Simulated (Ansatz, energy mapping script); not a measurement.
# LiNiS2 in the alpha-NaFeO2 structure: exchange couplings from total energies

How strongly do the moments of LiNiS2 in the alpha-NaFeO2 structure couple under PBE+25 % on-site EXX? The plan is to run several orders and fit a Heisenberg model.

Main program and level: Ansatz 0.2.0; PBE with 25 % exact exchange on Ni d, ortho-atomic projectors; plane waves, collinear spin, no spin–orbit coupling.

## Step 1: The starting structure

The structure is trigonal, space group R-3m (No. 166). Conventional cell: a = 3.408 Å, b = 3.408 Å, c = 17.247 Å, α = 90.00°, β = 90.00°, γ = 120.00°. Li has 6 S at 2.53 Å nearest. Ni has 6 S at 2.35 Å nearest. Nearest to S lie 3 Ni at 2.35 Å and 3 Li at 2.53 Å. alpha-NaFeO2 prototype, lattice guessed from radii. Farther neighbours and most contacts between anions are not listed.

As a file:

```cif
data_structure
_symmetry_space_group_name_H-M 'R-3m:H'
_symmetry_Int_Tables_number 166
_cell_length_a 3.4076
_cell_length_b 3.4076
_cell_length_c 17.2475
_cell_angle_alpha 90.000
_cell_angle_beta 90.000
_cell_angle_gamma 120.000
_cell_volume 173.44
loop_
_atom_site_label
_atom_site_type_symbol
_atom_site_symmetry_multiplicity
_atom_site_Wyckoff_symbol
_atom_site_fract_x
_atom_site_fract_y
_atom_site_fract_z
_atom_site_occupancy
Li1 Li 3 a 0.00000 0.00000 0.00000 1
Ni1 Ni 3 b 0.66667 0.33333 0.83333 1
S1 S 6 c 0.33333 0.66667 0.90777 1
```

This cell was built for the study (alpha-NaFeO2 prototype, lattice guessed from radii), not taken from an experiment; the compound need not form in this structure.

The cell was relaxed beforehand in Ansatz under PBE with U = 4.8 eV on Ni d, ortho-atomic projectors, D3(BJ) dispersion, from parallel moments.

Exact exchange inside the open shell alone is meant to stand in for a hybrid functional at about the cost of a +U run; the other states stay uncorrected.

## Step 2: Order 1: parallel, cell A of 8 atoms

The parallel order is the zero of energy for this cell and mesh.

The input, input.yaml:

```yaml
crystal:
  lattice:
    - [-1.703789552, 2.95105007, 0.0]
    - [-5.111368656, -2.95105007, 0.0]
    - [1.703789552, 0.983683357, 5.749163067]
  atoms:
    - { symbol: Li, position: [0.5, 0.5, 0.0] }
    - { symbol: Li, position: [0.0, 0.0, 0.0] }
    - { symbol: Ni, position: [0.5, 0.0, 0.5], spin: 2.0 }
    - { symbol: Ni, position: [0.0, 0.5, 0.5], spin: 2.0 }
    - { symbol: S, position: [0.5, 0.741108149, 0.723324447] }
    - { symbol: S, position: [0.0, 0.241108149, 0.723324447] }
    - { symbol: S, position: [0.5, 0.258891851, 0.276675553] }
    - { symbol: S, position: [0.0, 0.758891851, 0.276675553] }
magnetization:
  spin_polarized: true
kpoints:
  mp_grid: { grid: [7, 5, 4] }
hamiltonian:
  xc: pbe
  hubbard:
    sites: [{ species: Ni, l: d, exx: { coeff: 0.25 } }]
    projectors: ortho-atomic
scf:
  occupations: { method: fermi_dirac, width: 0.05 }
output:
  eigenvalues: true
```

Launch:

```console
> ansatz run input.yaml --threads 4 --pin off --max-ram 8192MiB --backend cpu --events-out ev --progress --plain --runs-dir out
```

Numbers of over 12 decimals in the logs are rounded to 6 here.

Output:

```text
Engine: ansatz 0.2.0, aarch64-unknown-linux-gnu
Pseudopotentials: kind: paw
Pseudopotential: Li, paw, valence charge 3, recommended cutoff 420 eV (normal), Li.paw.azcp
Pseudopotential: Ni, paw, valence charge 18, recommended cutoff 420 eV (normal), Ni.paw.azcp
Pseudopotential: S, paw, valence charge 6, recommended cutoff 420 eV (normal), S.paw.azcp
Functional definition: PBE
  parameter kappa = 0.804
  parameter beta = 0.066725
  exchange = pbe_x(kappa = kappa, mu = beta*pi^2/3)
  correlation = pbe_c(beta = beta)
Crystal: 8 atoms, lattice volume = 115.626 Å³
Basis set: ecut = 420 eV, 2257 PW (Γ)
Bands: 43, of which v1, the nominal top of the filled ones, is band 33 counted from 1 (32 counted from 0)
Symmetry: 8 space group operations
Space group: R-3m (ITA 166), of the structure as read, at distance tolerance 4.9e-5 Å
Magnetic group: BNS 166.97 (UNI 1327), of the structure as read, at distance tolerance 4.9e-5 Å
k-points: 44 of 140
Non-local potential: Li, projectors of the file, l = 0: 3, l = 1: 2, l = 2: 1
Non-local potential: Ni, projectors of the file, l = 0: 3, l = 1: 2, l = 2: 3, l = 3: 1
Non-local potential: S, projectors of the file, l = 0: 2, l = 1: 2, l = 2: 2
PAW form: soft (Blöchl's): semilocal exchange-correlation on the pseudo side does not see the compensation charge
PAW one-centre angular grid: Li, 110 points (default); XC on 64 Gauss nodes
PAW one-centre angular grid: Ni, 590 points (default); XC on 64 Gauss nodes
PAW one-centre angular grid: S, 110 points (default); XC on 64 Gauss nodes
Initial density: superposition of atomic densities (chi_scale 0.1, normalization cell, long waves kept (reshape's long-wave potential 0.00 eV rms))
Starting moments: Σ|m| = 4 μB on 2 of 8 sites
Initial wavefunctions: pseudopotential atomic-orbital guess
Functional: x = pbe(κ = 0.804, μ = 0.219515), c = pbe(β = 0.066725)
SCF iter   1: F=—  HF=-15680.333819 eV  |F-HF|=—  |Δ(HF+E_count)|=         —  Δρ=1.91e-1 (↑2.98e-2 ↓1.91e-1)  dr2=4.19e1  dr2_m=7.58e0  M=1.511 μB ∫|m|=1.574 μB  β_m=0.30  ethr=3.10e-3  ⟨swp⟩=7.5  Hψ=15226  notcnv=0  defer=26
preconditioner: auto → Kerker (q_TF=auto, 2.485 Å⁻¹)  [metal: Δε(μ)=0.004 eV  Ē_g=10.138 eV  σ=0.050 eV  W_gap=0.02  n_scr=30 (ndim 8)  ℏωp=23.4 eV  f_vac=0.000  D(μ)=6.38/eV (n_scr^D=58)]
spin=Collinear: Kerker preconditioning applied to the charge; magnetization (m = ρ↑ − ρ↓) channel mixes plain (no charge-response kernel on spin).
SCF iter   2: F=—  HF=-15677.754000 eV  |F-HF|=—  |Δ(HF+E_count)|=    2.58e0  Δρ=5.02e-2 (↑4.66e-2 ↓5.02e-2)  dr2=5.34e0  dr2_m=2.10e-1  M=2.816 μB ∫|m|=2.987 μB  β_m=0.30  ethr=3.10e-3  ⟨swp⟩=3.5  Hψ=9576  notcnv=0  defer=204
SCF iter   3: F=—  HF=-15677.775422 eV  |F-HF|=—  |Δ(HF+E_count)|=   2.14e-2  Δρ=3.52e-2 (↑1.75e-2 ↓3.52e-2)  dr2=5.10e-1  dr2_m=5.22e-1  M=2.041 μB ∫|m|=2.458 μB  β_m=0.30  ethr=3.10e-3  ⟨swp⟩=2.2  Hψ=7865  notcnv=0  defer=264
SCF iter   4: F=—  HF=-15678.487798 eV  |F-HF|=—  |Δ(HF+E_count)|=   7.12e-1  Δρ=2.19e-2 (↑2.19e-2 ↓8.74e-3)  dr2=5.21e-1  dr2_m=1.62e-1  M=2.006 μB ∫|m|=2.763 μB  β_m=1.00  ethr=7.72e-4  ⟨swp⟩=2.9  Hψ=8064  notcnv=0  defer=251
SCF iter   5: F=—  HF=-15678.705064 eV  |F-HF|=—  |Δ(HF+E_count)|=   2.17e-1  Δρ=1.35e-2 (↑7.39e-3 ↓1.35e-2)  dr2=5.18e-1  dr2_m=1.15e-2  M=2.001 μB ∫|m|=2.973 μB  β_m=1.00  ethr=7.72e-4  ⟨swp⟩=2.2  Hψ=5857  notcnv=0  defer=251
SCF iter   6: F=—  HF=-15678.893056 eV  |F-HF|=—  |Δ(HF+E_count)|=   1.88e-1  Δρ=8.38e-3 (↑4.90e-3 ↓8.38e-3)  dr2=2.52e-1  dr2_m=3.46e-3  M=2.001 μB ∫|m|=3.074 μB  β_m=1.00  ethr=7.72e-4  ⟨swp⟩=2.0  Hψ=4436  notcnv=0  defer=304
SCF iter   7: F=—  HF=-15678.978775 eV  |F-HF|=—  |Δ(HF+E_count)|=   8.57e-2  Δρ=1.51e-3 (↑1.51e-3 ↓1.11e-3)  dr2=5.49e-3  dr2_m=1.02e-4  M=2.003 μB ∫|m|=3.083 μB  β_m=1.00  ethr=3.82e-4  ⟨swp⟩=2.4  Hψ=5128  notcnv=0  defer=382
SCF iter   8: F=—  HF=-15679.045550 eV  |F-HF|=—  |Δ(HF+E_count)|=   6.68e-2  Δρ=1.70e-3 (↑1.51e-3 ↓1.70e-3)  dr2=4.57e-3  dr2_m=1.64e-3  M=2.004 μB ∫|m|=3.142 μB  β_m=1.00  ethr=8.31e-6  ⟨swp⟩=2.2  Hψ=6115  notcnv=0  defer=384
SCF iter   9: F=—  HF=-15679.080592 eV  |F-HF|=—  |Δ(HF+E_count)|=   3.50e-2  Δρ=1.17e-3 (↑6.60e-4 ↓1.17e-3)  dr2=8.07e-4  dr2_m=6.54e-4  M=2.004 μB ∫|m|=3.182 μB  β_m=1.00  ethr=6.93e-6  ⟨swp⟩=2.0  Hψ=5226  notcnv=0  defer=384
SCF iter  10: F=—  HF=-15679.101778 eV  |F-HF|=—  |Δ(HF+E_count)|=   2.12e-2  Δρ=1.18e-3 (↑4.42e-4 ↓1.18e-3)  dr2=4.33e-4  dr2_m=6.12e-4  M=2.004 μB ∫|m|=3.220 μB  β_m=0.30  ethr=1.22e-6  ⟨swp⟩=2.1  Hψ=5448  notcnv=0  defer=384
Mixer restart at iter 10: flushing history
spin-set hold released at iteration 10 (site moments contracting): the magnetisation degrees of freedom join the quasi-Newton model from the next iteration; the mixer history was flushed
SCF iter  11: F=—  HF=-15679.116655 eV  |F-HF|=—  |Δ(HF+E_count)|=   1.49e-2  Δρ=2.14e-3 (↑4.58e-4 ↓2.14e-3)  dr2=2.91e-3  dr2_m=1.73e-3  M=2.004 μB ∫|m|=3.258 μB  β_m=0.65  ethr=6.57e-7  ⟨swp⟩=2.0  Hψ=6225  notcnv=0  defer=384
SCF iter  12: F=—  HF=-15679.136304 eV  |F-HF|=—  |Δ(HF+E_count)|=   1.96e-2  Δρ=1.98e-3 (↑1.98e-3 ↓1.23e-3)  dr2=8.99e-4  dr2_m=2.47e-3  M=2.006 μB ∫|m|=3.332 μB  β_m=0.82  ethr=6.57e-7  ⟨swp⟩=2.8  Hψ=7469  notcnv=0  defer=384
SCF iter  13: F=—  HF=-15679.142296 eV  |F-HF|=—  |Δ(HF+E_count)|=   5.99e-3  Δρ=3.12e-3 (↑8.84e-4 ↓3.12e-3)  dr2=1.55e-2  dr2_m=1.42e-3  M=2.004 μB ∫|m|=3.414 μB  β_m=0.71  ethr=6.57e-7  ⟨swp⟩=2.0  Hψ=7529  notcnv=0  defer=388  recentre
SCF iter  14: F=—  HF=-15679.140327 eV  |F-HF|=—  |Δ(HF+E_count)|=   1.97e-3  Δρ=5.91e-4 (↑5.91e-4 ↓2.20e-4)  dr2=3.95e-4  dr2_m=5.26e-5  M=2.005 μB ∫|m|=3.406 μB  β_m=0.93  ethr=6.57e-7  ⟨swp⟩=2.0  Hψ=6733  notcnv=0  defer=388
SCF iter  15: F=—  HF=-15679.140541 eV  |F-HF|=—  |Δ(HF+E_count)|=   2.13e-4  Δρ=8.47e-5 (↑4.55e-5 ↓8.47e-5)  dr2=1.92e-5  dr2_m=1.27e-6  M=2.005 μB ∫|m|=3.429 μB  β_m=0.96  ethr=5.98e-7  ⟨swp⟩=2.1  Hψ=5059  notcnv=0  defer=388
SCF iter  16: F=—  HF=-15679.140543 eV  |F-HF|=—  |Δ(HF+E_count)|=   2.40e-6  Δρ=9.09e-5 (↑7.30e-5 ↓9.09e-5)  dr2=2.71e-5  dr2_m=4.34e-7  M=2.005 μB ∫|m|=3.430 μB  β_m=0.96  ethr=2.90e-8  ⟨swp⟩=2.1  Hψ=5571  notcnv=0  defer=388
SCF iter  17: F=—  HF=-15679.140541 eV  |F-HF|=—  |Δ(HF+E_count)|=   1.58e-6  Δρ=3.38e-5 (↑1.29e-5 ↓3.38e-5)  dr2=2.03e-6  dr2_m=1.32e-7  M=2.005 μB ∫|m|=3.429 μB  β_m=0.98  ethr=2.90e-8  ⟨swp⟩=2.0  Hψ=4980  notcnv=0  defer=388
SCF iter  18: F=—  HF=-15679.140541 eV  |F-HF|=—  |Δ(HF+E_count)|=  3.71e-10  Δρ=8.11e-6 (↑6.30e-6 ↓8.11e-6)  dr2=1.92e-7  dr2_m=5.83e-9  M=2.005 μB ∫|m|=3.429 μB  β_m=0.99  ethr=3.07e-9  ⟨swp⟩=1.8  Hψ=4265  notcnv=0  defer=388
SCF iter  19: F=-15679.140541 eV  HF=-15679.140541 eV  |F-HF|=3.72e-9  |Δ(HF+E_count)|=   1.02e-8  Δρ=1.68e-6 (↑5.95e-7 ↓1.68e-6)  dr2=5.62e-9  dr2_m=8.38e-10  M=2.005 μB ∫|m|=3.429 μB  ethr=1.52e-10  ⟨swp⟩=9.1  Hψ=12039  notcnv=0
SCF 1 converged in 19 iterations: F = -15679.140541 eV  dr2 = 5.62e-9
  greatest PAW one-centre occupation: 1.001 electrons in one spin orbital (limit 2), on the Ni atom at site 3 (counted from 0), in its partial waves of l = 1
SCF converged after 19 iterations
Magnetization: 2.0051 μB (34.0026 up, 31.9974 down)
Absolute magnetization: 3.4259 μB (∫|ρ↑−ρ↓|, with the PAW one-centre terms)
Spin contamination: 0.6909 ħ² per cell (⟨S²⟩ above its minimum at these occupations)
Per-site moments (μB) at R_I (Å): [(0.018070, 1.043609), (0.018070, 1.043609), (1.303507, 0.969068), (1.303507, 0.969068), (-0.126763, 0.969068), (-0.126763, 0.969068), (-0.126763, 0.969068), (-0.126763, 0.969068)]
Free energy (F): -15679.140541 eV
Harris-Foulkes:  -15679.140541 eV  (|F-HF|=3.72e-9)
Internal energy: -15679.117366 eV  (E = F + TS)
E sigma→0 (E₀):  -15679.128954 eV
Entropy (-TS):   -0.023175 eV (-2.897 meV/atom)
Fermi energy:    8.239233 eV
--- Per-component energies (eV) ---
  E_band       = -1056.260930
  E_kinetic    = 1030.571412
  E_local      = -11605.122634  (includes V_loc(G=0)·N_el)
  E_nonlocal   = 1315.589970
  E_hartree    = 4948.230288
  E_xc         = -580.579133
  E_vxc        = -597.613725  (∫ρ·V_xc dr)
  E_hubbard    = 21.603139  (on-site DFT+U / exact-exchange correction)
  E_vhub       = -14.200604  (the Hubbard potential's part of the band-sum identity)
  E_paw        = -5696.415575  (= ΣΔE_a)
  E_vpaw       = -1081.939194  (= ΣTr[D̂ρ^β])
  E_aug_tail   = 0.000950  (compensation charges beyond the density's cutoff)
  E_ewald      = -5112.995782
  E_smearing   = -0.023175  (= −TS)
  E_closure    = -0.000000  (closes the sum)
  Σ components = -15679.140541   (vs F -15679.140541, Δ=0.00e0)
--- On-site exact exchange (per corrected site; eV) ---
  site 2 (l=d): alpha=0.2500 dc=exchange radial=all-electron (raw norm 1.0000)  F^k = [25.4649, 11.4585, 7.0715, 0.0000]  J_bar=1.3236  alpha(F0-J_bar)=6.0353
           E_x^HF=-119.561928  E_dc=-162.768205  alpha(E_x^HF-E_dc)=10.801569
  site 3 (l=d): alpha=0.2500 dc=exchange radial=all-electron (raw norm 1.0000)  F^k = [25.4649, 11.4585, 7.0715, 0.0000]  J_bar=1.3236  alpha(F0-J_bar)=6.0353
           E_x^HF=-119.561928  E_dc=-162.768205  alpha(E_x^HF-E_dc)=10.801569
--- Band table (eV; the first three rows and the last of 88) ---
  k-point 0 ↑: bands = [... 29 lower, 8.0802, 8.2800, 8.2849, 8.8763, 8.9518, 9.0618, 9.0690, 12.1891, ... 6 higher]
  k-point 1 ↑: bands = [... 29 lower, 7.2570, 8.1267, 8.2176, 8.2226, 8.6724, 9.1034, 9.1105, 12.4348, ... 6 higher]
  k-point 2 ↑: bands = [... 29 lower, 6.3987, 7.3990, 8.1612, 8.1661, 8.3826, 9.1392, 9.1462, 12.6180, ... 6 higher]
  k-point 43 ↓: bands = [... 29 lower, 6.5415, 6.6746, 6.7739, 10.3789, 10.5302, 10.5529, 10.7279, 12.7944, ... 6 higher]
Occupation matrices written to <dir>
```

Wall time 16 s (4 threads of Arm Neoverse V1, shared host); peak memory 0.72 GiB.

Spin moment in the sphere by atom:

| atom | spin moment in the sphere (μB) |
| --- | --- |
| Li1 | 0.02 |
| Li2 | 0.02 |
| Ni3 | 1.30 |
| Ni4 | 1.30 |
| S5 | -0.13 |
| S6 | -0.13 |
| S7 | -0.13 |
| S8 | -0.13 |

The run ends ferromagnetic.

## Step 3: Compensated +− start in cell A (8 atoms)

This order reverses 4 of the 6 neighbours at 3.41 Å, counted for an average magnetic atom.

Edit input.yaml of step 2 so:

```diff
@@ -9,3 +9,3 @@
     - { symbol: Ni, position: [0.5, 0.0, 0.5], spin: 2.0 }
-    - { symbol: Ni, position: [0.0, 0.5, 0.5], spin: 2.0 }
+    - { symbol: Ni, position: [0.0, 0.5, 0.5], spin: -2.0 }
     - { symbol: S, position: [0.5, 0.741108149, 0.723324447] }
```

Output:

```text
[...]
Crystal: 8 atoms, lattice volume = 115.626 Å³
Basis set: ecut = 420 eV, 2257 PW (Γ)
Bands: 43, of which v1, the nominal top of the filled ones, is band 33 counted from 1 (32 counted from 0)
Symmetry: 4 space group operations
[...]
k-points: 44 of 140
[...]
Starting moments: Σ|m| = 4 μB on 2 of 8 sites
Starting magnetic order: antiferromagnet; a translation exchanges its spin sublattices: spin-degenerate at every k-point
[...]
SCF iter   1: F=—  HF=-15680.336909 eV  |F-HF|=—  |Δ(HF+E_count)|=         —  Δρ=1.38e-1 (↑1.38e-1 ↓1.38e-1)  dr2=4.26e1  dr2_m=7.77e0  M=-0.000 μB ∫|m|=1.297 μB  β_m=0.30  ethr=3.10e-3  ⟨swp⟩=7.5  Hψ=15257  notcnv=0  defer=32
[...]
SCF iter  15: F=—  HF=-15679.032856 eV  |F-HF|=—  |Δ(HF+E_count)|=   7.97e-4  Δρ=1.99e-3 (↑1.98e-3 ↓1.99e-3)  dr2=1.80e-2  dr2_m=8.74e-5  M=-0.000 μB ∫|m|=3.159 μB  β_m=0.30  ethr=4.31e-7  ⟨swp⟩=2.0  Hψ=5564  notcnv=0  defer=276
[...]
spin-set hold released at iteration 15 (site moments' squared step at or under half its running peak, from the soft ceiling on): the magnetisation degrees of freedom join the quasi-Newton model from the next iteration; the mixer history was flushed
SCF iter  16: F=—  HF=-15679.033180 eV  |F-HF|=—  |Δ(HF+E_count)|=   3.24e-4  Δρ=4.84e-4 (↑4.84e-4 ↓4.82e-4)  dr2=1.31e-3  dr2_m=5.63e-5  M=-0.000 μB ∫|m|=3.155 μB  β_m=0.36  ethr=4.31e-7  ⟨swp⟩=2.0  Hψ=6684  notcnv=0  defer=280
[...]
SCF iter  25: F=-15679.034984 eV  HF=-15679.034984 eV  |F-HF|=5.36e-9  |Δ(HF+E_count)|=   7.70e-9  Δρ=1.42e-6 (↑1.42e-6 ↓1.26e-6)  dr2=6.11e-9  dr2_m=3.43e-10  M=-0.000 μB ∫|m|=3.188 μB  ethr=6.74e-11  ⟨swp⟩=1.7  Hψ=9129  notcnv=0
SCF 1 converged in 25 iterations: F = -15679.034984 eV  dr2 = 6.11e-9
[...]
SCF converged after 25 iterations
an eigenvalue changed by more than its tolerance at an iteration that met the thresholds in force, so the SCF went on 1 time: the last check found none over its tolerance
Magnetization: -0.0000 μB (33.0000 up, 33.0000 down)
Absolute magnetization: 3.1847 μB (∫|ρ↑−ρ↓|, with the PAW one-centre terms)
[...]
Per-site moments (μB) at R_I (Å): [(0.016698, 1.043609), (-0.016699, 1.043609), (1.304095, 0.969068), (-1.304094, 0.969068), (0.031194, 0.969068), (-0.031196, 0.969068), (0.031194, 0.969068), (-0.031196, 0.969068)]
Free energy (F): -15679.034984 eV
[...]
Internal energy: -15679.004788 eV  (E = F + TS)
E sigma→0 (E₀):  -15679.019886 eV
Entropy (-TS):   -0.030196 eV (-3.774 meV/atom)
Fermi energy:    8.250133 eV
[...]
--- On-site exact exchange (per corrected site; eV) ---
[...]
E_x^HF=-119.432897  E_dc=-162.704282  alpha(E_x^HF-E_dc)=10.817846
[...]
E_x^HF=-119.432992  E_dc=-162.704394  alpha(E_x^HF-E_dc)=10.817851
--- Band table (eV; the first three rows and the last of 88) ---
  k-point 0 ↑: bands = [... 29 lower, 8.0066, 8.2048, 8.2115, 8.9530, 9.0118, 10.7725, 10.8084, 12.2785, ... 6 higher]
  k-point 1 ↑: bands = [... 29 lower, 7.2129, 8.1435, 8.1511, 8.6122, 8.8869, 10.6449, 10.6769, 12.5333, ... 6 higher]
  k-point 2 ↑: bands = [... 29 lower, 6.3417, 8.0866, 8.0933, 8.3505, 8.7487, 10.5751, 10.6066, 12.7225, ... 6 higher]
  k-point 43 ↓: bands = [... 29 lower, 6.1289, 6.5009, 6.6187, 8.3670, 8.5680, 10.4505, 10.6298, 12.6634, ... 6 higher]
Occupation matrices written to <dir>
```

Elapsed: 21 s, on 4 threads; peak memory 0.73 GiB.

Spin moment in the sphere by atom:

| atom | spin moment in the sphere (μB) |
| --- | --- |
| Li1 | 0.02 |
| Li2 | -0.02 |
| Ni3 | 1.30 |
| Ni4 | -1.30 |
| S5 | 0.03 |
| S6 | -0.03 |
| S7 | 0.03 |
| S8 | -0.03 |

The run ends antiferromagnetic, 54.53 meV a magnetic atom above the parallel order of its cell (energies taken at zero occupation width, not the printed F).

## Step 4: The fit

Each energy difference is a sum of couplings weighted by the pairs that the order reverses. A few near shells are fitted to the differences by least squares. Energies are those extrapolated to zero occupation width, not the free energies F.

Energies from the parallel order of the same cell:

| order | atoms | energy (meV a magnetic atom) | moments (μB) | moments kept as typed | opposed neighbours at 3.41 Å |
| --- | --- | --- | --- | --- | --- |
| parallel | 8 | 0.00 | 1.30 | yes | 0 |
| compensated +− | 8 | 54.53 | 1.30 | yes | 4 |

The Heisenberg fit (each pair counts twice, positive J is ferromagnetic):

| pair | distance (Å) | neighbours | J (meV) |
| --- | --- | --- | --- |
| Ni–Ni | 3.41 | 6 | 6.82 |

These orders cannot tell some unfitted shells from fitted ones: the value at 3.41 Å holds J(3.41) + J(5.90) + J(6.08); other unfitted shells add to the values wholly or in part. No temperature is drawn.

Limits of this fit: one energy difference fixes this value, which holds the part of every shell that the order reverses.

## Step 5: Against another level

The first set of orders, under PBE+U (6 eV), took 74 s of CPU time summed over its finished orders (seed run apart), these 2.3 min.

| quantity | this set | first set |
| --- | --- | --- |
| J at 3.41 Å, meV | 6.82 | 7.44 |

The coupling that led in the first set goes from 7.44 to 6.82 meV.

## Step 6: Results

| Quantity | Value |
| --- | --- |
| lowest order tried | parallel |
| largest fitted value (a combination of shells), Ni–Ni at 3.41 Å | 6.82 meV |

**Reading.** Of the orders tried, LiNiS2 in the alpha-NaFeO2 structure prefers parallel moments under PBE+25 % on-site EXX. How the layers stack magnetically is not fixed by these couplings. Orders that were not tried, spirals among them, may lie lower. The coupling at 3.41 Å is 0.92 times that of the first set, at 1.9 times the CPU time. The largest fitted value is 6.8 meV, at 3.41 Å. It is a combination of shells that these orders cannot split, so neither its size nor its sign can be laid on that pair alone. The orders also reverse pairs at 5.90 and 6.08 Å, which are not fitted, so the fitted values hold their part too. No fitted order reverses the pairs at 6.82 and 6.97 Å, so their coupling is unknown and is set to zero in the model. 1 energy difference fixes 1 coupling with none to spare, so the fit tests nothing. Moments change by under 0.1 % against the parallel run of the same cell, so their size stays put. Every order is gapless on its mesh at this level. In a metal exchange reaches farther, and a short model of fixed moments is less apt; where the compound is in fact an insulator, these couplings come from a wrongly metallic state. With a near shell that the orders cannot separate, no temperature is given. The cell was built from a prototype and relaxed; a distortion that needs a larger cell, or another structure that the compound may prefer, is not captured.

[Logs and program files are shortened in this print: banners, set-up blocks, solver, clock and traceback lines can be left out without a mark of their own.]

[Logs are printed without paths, hosts, clocks, repeated set-up lines and the standing remarks that a program may print on its own settings, such as how far it seeks lower states.]

[Hosts, paths, dates, database ids (printed as entryN), source tags and the programs' standing remarks are cut or masked in the printed files.]

[Where a cell is said to come from a database of computed structures, the database is the Materials Project.]
